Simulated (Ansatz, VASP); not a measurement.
Two plane-wave programs on Ni

```
CELL_PARAMETERS angstrom
0.00000 1.77409 1.77409
1.77409 0.00000 1.77409
1.77409 1.77409 0.00000
ATOMIC_POSITIONS crystal
Ni 0.00000 0.00000 0.00000
```

Alike in both runs: functional RPBE; k mesh 15 × 15 × 15; occupations fermi-dirac, width 0.1 eV; no spin polarisation.

Ansatz relaxed the structure, and its values are those at the end. VASP's run is a single point on that final structure, the one shown.

|  | VASP | Ansatz |
| --- | --- | --- |
| version | VASP 6.6.1 | Ansatz 0.2.0 |
| potentials or method | VASP PAW PBE potentials, release 64 (Ni) | plane waves (420 eV) with PAW, scalar-relativistic |
| plane-wave cutoff (eV) | 520 | 420 |
| valence electrons in the cell | 10 | 18 |

```csv
,VASP,Ansatz,Ansatz less VASP
pressure (GPa),0.2,0.0,-0.24
```

The two sets of potentials don't hold the same shells in valence.

Caveats: the PAW data sets were made with another functional, which shifts forces and pressure a little (VASP); the run has no spin polarisation, though such a crystal can be magnetic. Spin polarisation is off, so any magnetic state and its effect on volume and gap are missing.
